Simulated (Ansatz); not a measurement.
# Errors in the atomisation enthalpy at 298 K

8 molecules with nitrogen; the atomisation enthalpy at 298 K in kJ/mol, computed less measured. Shapes, held fixed at every level: PBE0-D4/def2-TZVP. Flexible molecules stand in one conformer, not always the lowest. Thermal terms are harmonic and unscaled (PBE0-D4/def2-TZVP); the spin-orbit lowering of the free atoms is taken from their spectra. Programs: Ansatz 0.2.0. Measured values: Active Thermochemical Tables, CRC Handbook of Chemistry and Physics, NIST-JANAF tables.

Levels: A = HF/def2-SVP; B = B3LYP-D4/def2-TZVPP; C = PBE0-D4/def2-TZVPP.

```
                  molecule  from tabulated heats      A    B    C
    HCN (hydrogen cyanide)                  1278   -472   +1   -9
   NOF (nitrosyl fluoride)                   867   -655  +29  +21
   C2H3N (isocyanomethane)                  2397   -731   -1   -1
C3H5N (SMILES [C-]#[N+]CC)                  3571  -1003   +4  +15
       C3H5NO (acrylamide)                  4092  -1234  +15  +36
      C2H8N2 (SMILES NCCN)                  4141  -1281  +18  +12
       C4H9N (pyrrolidine)                  5306  -1425   +2  +46
C4H9NO (dimethylacetamide)                  5779  -1617  +17  +45
```

Q: Which level does best on this set, which worst, and which err to one side?

A: 
```tsv
level	kind	mean error	mean absolute error	worst case
HF/def2-SVP	Hartree–Fock	-1052.2	1052.2	C4H9NO
B3LYP-D4/def2-TZVPP	global hybrid	+10.6	10.9	NOF
PBE0-D4/def2-TZVPP	global hybrid	+20.6	23.1	C4H9N
```

On this set B3LYP-D4/def2-TZVPP has the smallest mean absolute error and HF/def2-SVP the largest. HF/def2-SVP is too low in 8 of 8; B3LYP-D4/def2-TZVPP is too high in 7 of 8; PBE0-D4/def2-TZVPP is too high in 6 of 8. Heats of the atoms come from ATcT where it has them. The levels differ in basis as well as in method. The tabulated values of NOF, C2H3N are in doubt (older tables, estimates, or at odds with other calculations) and kept here. Over the 6 molecules whose values aren't doubted the mean absolute errors are A 1172.0; B 9.5; C 27.2. For HF/def2-SVP the error tends to grow with the atomisation enthalpy. Hartree–Fock lacks correlation and underbinds. The set is small.
